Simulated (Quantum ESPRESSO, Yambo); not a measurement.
Planning a run of Yambo 5.3.0 on KCl (Sylvite). The input:

```
HF_and_locXC
gw0
dyson
ppa
em1d
rim_cut
RandQpts= 1000000
RandGvec= 1 RL
EXXRLvcs= 66 Ry
VXCRLvcs= 264 Ry
Chimod= "HARTREE"
% BndsRnXp
 1 | 267 |
%
NGsBlkXp= 15.5 Ry
% LongDrXp
 1 | 1 | 1 |
%
% GbndRnge
 1 | 267 |
%
DysSolver= "n"
ExtendOut
PPAPntXp= 27.21138 eV
% QPkrange
 1 | 1 | 7 | 10 |
%
```

```sh
OMP_NUM_THREADS=1 mpirun -n 4 yambo -F gw1.in -J gw1 -C gw1 > gw1.log
```

The stored states that it reads are on a 4×4×4 mesh. It takes space group Fm-3m (No. 225, cubic). Conventional cell: a = 6.293 Å, b = 6.293 Å, c = 6.293 Å, α = 90.00°, β = 90.00°, γ = 90.00°. Nearest to K lie 6 Cl at 3.15 Å. Cl has 6 K at 3.15 Å nearest. Farther neighbours and most contacts between anions are not listed.

Q: How long will it take on 4 MPI ranks of Arm Neoverse V1, shared host, and how much memory?

It took 5.4 min; on shared hardware allow 2.7 min to 11 min. Peak host memory was 2.0 GiB.

The screening grows as filled bands × empty bands × pairs of k points, times the square of the screening basis for the matrix.

[Paths, hosts, dates, memory and timing lines, banners, echoed tables and standing remarks are left out of the program output.]

[Logs are printed without paths, hosts, clocks, repeated set-up lines and the standing remarks that a program may print on its own settings, such as how far it seeks lower states.]

[Runs of the session that timed out or met a known fault of the program may be left out.]

[Hosts, paths, dates, database ids (printed as entryN), source tags and the programs' standing remarks are cut or masked in the printed files.]
